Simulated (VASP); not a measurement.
Write the native input for VASP 6.6.1 that does the following.

- Task: relaxation of shape and atoms at fixed volume
- Functional: LDA
- Potentials or basis: VASP PAW LDA potentials, release 64 (Te)
- Cutoff: 600 eV
- k mesh: 9 × 9 × 6
- Occupations: gaussian, width 0.03 eV
- Spin: no spin polarisation
- Further INCAR settings: ALGO = Normal; EDIFF = 1e-07; IBRION = 2; EDIFFG = -0.01; NSW = 40; ISIF = 4

The structure of Te lies in POSCAR:

```
Te                                      
1.0
    4.3598184760     -0.0000000000      0.0000000000
   -2.1799092380      3.7757135561      0.0000000000
    0.0000000000      0.0000000000      6.0543231226
  Te            
     3
Direct
     0.2869691410427617    1.0000000000000000    0.3333333332999970
     0.0000000000000000    0.2869691410427688    0.6666666667000030
     0.7130308589572313    0.7130308589572313    0.0000000000000000
```

The cell isn't the ideal one: a relaxed cell with its volume scaled by 1.06.

These files were run (other wordings do the same):

INCAR

```
PREC = Accurate
ENCUT = 600
EDIFF = 1E-7
ISMEAR = 0
SIGMA = 0.03
LREAL = F
LASPH = T
NELM = 80
ALGO = Normal
ISIF = 4
LWAVE = F
LCHARG = F
IBRION = 2
NSW = 40
EDIFFG = -0.01
```

KPOINTS

```
Automatic mesh
0
Gamma
  9 9 6
```

Potentials or basis: VASP PAW LDA potentials, release 64 (Te).

Launch:

```bash
$ cat potpaw_LDA.64/Te/POTCAR > POTCAR
$ mpirun -np 1 vasp_std > vasp.out
```

Results of the run:

```
Energy gained by relaxing    : 7.1 meV/atom
Ionic steps                  : 6
Pressure after relaxing      : -1.7 GPa
Largest force after relaxing : 0.007 eV/Å
Band gap on the k mesh       : 0.08 eV, direct
```

Caveat: spin-orbit coupling is left out, which moves the levels of the heavy elements; an odd mesh through Γ misses points on the zone boundary, where band edges often lie.

Run time: 2.6 min on 1 thread of Intel(R) Xeon(R) Platinum 8559C (Emerald Rapids) (shared host), peak memory 0.24 GiB.
